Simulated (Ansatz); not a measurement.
**SnGe5 (ordering on diamond): the band gap by level of theory**

All numbers come from Ansatz 0.2.0. Simulation only: non-magnetic, and no claim that this is the phase found in nature.

The cell is an ordered 6-atom cell of SnGe5 on the diamond lattice (P3m1); cell and atoms were relaxed with r2SCAN. The symmetry is P3m1 (No. 156, trigonal); conventional cell a = 4.139 Å, c = 10.073 Å, 24.91 Å³ an atom. Ge is surrounded by 3 Ge at 2.51 Å and 1 Sn at 2.65 Å; Ge is surrounded by 4 Ge at 2.46–2.51 Å; Ge is surrounded by 1 Ge at 2.45 Å and 3 Sn at 2.58 Å; Ge is surrounded by 4 Ge at 2.45–2.51 Å; Sn is surrounded by 4 Ge at 2.58–2.65 Å.

```xyz
6
Lattice="4.1393 0.0000 0.0000 -2.0696 3.5847 0.0000 0.0000 0.0000 10.0727" Properties=species:S:1:pos:R:3 pbc="T T T"
Ge    0.0000    0.0000   -0.1376
Ge    2.0696    1.1949    6.7085
Ge    0.0000    2.3898    3.4963
Ge    2.0696    1.1949    9.1719
Ge    0.0000    2.3898    5.9485
Sn    0.0000    0.0000    2.5125
```

Band edges at fixed r2SCAN geometry:

| level | k mesh | gap (eV) | kind | edges | least direct gap (eV) |
| --- | --- | --- | --- | --- | --- |
| PBE | 12×12×4 | none (overlap 0.22) | – | – | – |
| PBE+SOC | 12×12×4 | none (overlap 0.03) | – | – | – |
| r2SCAN | 12×12×4 | none (overlap 0.23) | – | – | – |

All runs use a smearing of 0.02 eV.
Wave cutoffs: 420 eV, 500 eV (r2SCAN).
Points off the special ones are mesh points or PBE's searched band edges, reused at the other levels.

With r2SCAN the bands overlap by 0.23 eV (counted from 1, band 42 peaks at Γ–A (0.30 of the way from Γ) and band 43 bottoms out at A): no gap. With PBE+SOC the bands overlap by 0.03 eV (counted from 1, band 84 peaks at k = (0, 0.083, 1/4) and band 85 bottoms out at L): no gap.

No level opens a gap, but no hybrid is among them, and semilocal functionals can close a real gap.

Only the levels marked +SOC include spin-orbit coupling.

Where bands overlap the cell is a metal at that level, and these k meshes limit energies, forces and stress. Overlaps of a few tenths of an eV in semilocal functionals can be an artefact that a hybrid or GW lifts.

Coordinates of k points refer to the reciprocal vectors of the primitive cell of the runs.
